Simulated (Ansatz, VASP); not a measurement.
AlN in VASP and in Ansatz

File INCAR:

```
  ALGO = Normal
  EDIFF = 1E-6
  ENCUT = 520
  GGA = PE
  ISIF = 2
  ISMEAR = 0
  LASPH = True
  LCHARG = False
  LREAL = False
  LWAVE = False
  NBANDS = 16
  NELM = 80
  PREC = Accurate
  SIGMA = 0.05
```

Contents of KPOINTS:

```
k-points
0
Gamma
  12 12 6
```

Contents of POSCAR:

```
AlN
1.0
    3.1110021516      0.0000000000      0.0000000000
   -1.5555010758      2.6942068945      0.0000000000
    0.0000000000      0.0000000000      4.9780000000
Al N
2 2
Direct
    0.3333333333      0.6666666667     -0.0104285404
    0.6666666667      0.3333333333      0.4895714596
    0.3333333333      0.6666666667      0.4050883889
    0.6666666667      0.3333333333      0.9050883889
```

Input for Ansatz:

```yaml
crystal:
  lattice:
    - [3.1110021516, 0.0, 0.0]
    - [-1.5555010758, 2.6942068945, 0.0]
    - [0.0, 0.0, 4.978]
  atoms:
    - { symbol: Al, position: [0.3333333333, 0.6666666667, -0.0104285404] }
    - { symbol: Al, position: [0.6666666667, 0.3333333333, 0.4895714596] }
    - { symbol: "N", position: [0.3333333333, 0.6666666667, 0.4050883889] }
    - { symbol: "N", position: [0.6666666667, 0.3333333333, 0.9050883889] }
basis:
  ecutwfc: 420
kpoints:
  mp_grid: { grid: [12, 12, 6] }
hamiltonian:
  xc: pbe
scf:
  occupations: { method: gaussian, width: 0.05 }
output:
  forces: true
  stress: true
  eigenvalues: true
```

Change from the starting cell: mode 7 (584.8 1/cm) frozen in, largest displacement +0.100 Å.

Alike in both runs: task single point; functional PBE; k mesh 12 × 12 × 6; occupations gaussian, width 0.05 eV; no spin polarisation.

```csv
,VASP,Ansatz
version,VASP 6.6.1,Ansatz 0.2.0
potentials or method,"VASP PAW PBE potentials, release 64 (Al, N)","scalar-relativistic, plane waves, PAW"
plane-wave cutoff (eV),520,420
valence electrons in the cell,16,16
```

```tsv
	VASP	Ansatz	Ansatz less VASP
gap on the k mesh at the Fermi level (eV)	3.68	3.67	-0.011
least direct gap on the mesh (eV)	3.68	3.67	-0.011
pressure (GPa)	5.6	5.8	+0.24
largest component of the traceless stress (GPa)	11.36	11.40	+0.035
rms of the force components (eV/Å)	0.728	0.726	-0.0015
```

Atom by atom the forces differ by 0.002 eV/Å (rms over components).

Caveats: forces of over 1 eV/Å show positions far from the minimum, so gaps and moduli don't describe the material at rest. A k mesh can miss the band edges.
